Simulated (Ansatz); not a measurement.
Fluorite CaF2, relaxed with r2SCAN: 8 runs in Ansatz, each a construction of maximally localised Wannier functions. Space group Fm-3m (No. 225), cubic; a = 5.439 Å in the conventional setting, 13.41 Å³ an atom. Ca is surrounded by 8 F at 2.36 Å; F is surrounded by 4 Ca at 2.36 Å. Spin-unpolarised throughout; all numbers are computed.

```xyz
3
Lattice="0.0000 2.7196 2.7196 2.7196 0.0000 2.7196 2.7196 2.7196 0.0000" Properties=species:S:1:pos:R:3 pbc="T T T"
Ca    0.0000    0.0000    0.0000
F     1.3598    1.3598    1.3598
F     4.0794    4.0794    4.0794
```

Windows count from the top of the filled bands; a dash means that no such window was set (without an outer window there is no disentanglement). Rows marked drawn have settings drawn at random (some not listed).

```json
{"functional": "PBE", "SCF mesh": "6×6×6", "trial orbitals": "F s, F p", "functions": "8", "mesh": "6×6×6", "window (eV)": "–", "frozen (eV)": "–", "settings": "chosen", "Ω total (Å²)": "5.05", "Ω invariant (Å²)": "4.57", "largest spread (Å²)": "0.63", "least projectability": "0.79", "interpolation miss of the model's filled bands (eV, to the nearest computed level)": "0.001"}
{"functional": "PBE", "SCF mesh": "6×6×6", "trial orbitals": "F s, F p", "functions": "8", "mesh": "4×4×4", "window (eV)": "–", "frozen (eV)": "–", "settings": "chosen", "Ω total (Å²)": "4.85", "Ω invariant (Å²)": "4.35", "largest spread (Å²)": "0.61", "least projectability": "0.79", "interpolation miss of the model's filled bands (eV, to the nearest computed level)": "0.009"}
{"functional": "PBE", "SCF mesh": "6×6×6", "trial orbitals": "F s, F p", "functions": "8", "mesh": "8×8×8", "window (eV)": "–", "frozen (eV)": "–", "settings": "chosen", "Ω total (Å²)": "5.12", "Ω invariant (Å²)": "4.65", "largest spread (Å²)": "0.64", "least projectability": "0.79", "interpolation miss of the model's filled bands (eV, to the nearest computed level)": "0.001"}
{"functional": "PBE", "SCF mesh": "6×6×6", "trial orbitals": "F p", "functions": "6", "mesh": "6×6×6", "window (eV)": "–", "frozen (eV)": "–", "settings": "chosen", "Ω total (Å²)": "4.03", "Ω invariant (Å²)": "4.02", "largest spread (Å²)": "0.67", "least projectability": "0.96", "interpolation miss of the model's filled bands (eV, to the nearest computed level)": "0.001"}
{"functional": "r2SCAN", "SCF mesh": "6×6×6", "trial orbitals": "F s, F p", "functions": "8", "mesh": "6×6×6", "window (eV)": "–", "frozen (eV)": "–", "settings": "chosen", "Ω total (Å²)": "4.64", "Ω invariant (Å²)": "4.13", "largest spread (Å²)": "0.58", "least projectability": "0.84", "interpolation miss of the model's filled bands (eV, to the nearest computed level)": "0.001"}
{"functional": "r2SCAN", "SCF mesh": "6×6×6", "trial orbitals": "F p", "functions": "6", "mesh": "6×6×6", "window (eV)": "–", "frozen (eV)": "–", "settings": "chosen", "Ω total (Å²)": "3.92", "Ω invariant (Å²)": "3.91", "largest spread (Å²)": "0.65", "least projectability": "0.97", "interpolation miss of the model's filled bands (eV, to the nearest computed level)": "0.000"}
{"functional": "HSE06", "SCF mesh": "6×6×6", "trial orbitals": "F s, F p", "functions": "8", "mesh": "6×6×6", "window (eV)": "–", "frozen (eV)": "–", "settings": "chosen", "Ω total (Å²)": "4.56", "Ω invariant (Å²)": "4.06", "largest spread (Å²)": "0.57", "least projectability": "0.84", "interpolation miss of the model's filled bands (eV, to the nearest computed level)": "–"}
{"functional": "PBE", "SCF mesh": "6×6×6", "trial orbitals": "F p (loose tolerance)", "functions": "6", "mesh": "6×6×6", "window (eV)": "–", "frozen (eV)": "–", "settings": "drawn", "Ω total (Å²)": "4.03", "Ω invariant (Å²)": "4.02", "largest spread (Å²)": "0.67", "least projectability": "0.96", "interpolation miss of the model's filled bands (eV, to the nearest computed level)": "0.001"}
```

A dash in the last column means that the miss wasn't evaluated.

For F s, F p with PBE the spread goes 4.85 Å² (4×4×4), 5.05 Å² (6×6×6), 5.12 Å² (8×8×8): finite differences on a coarse mesh understate it.
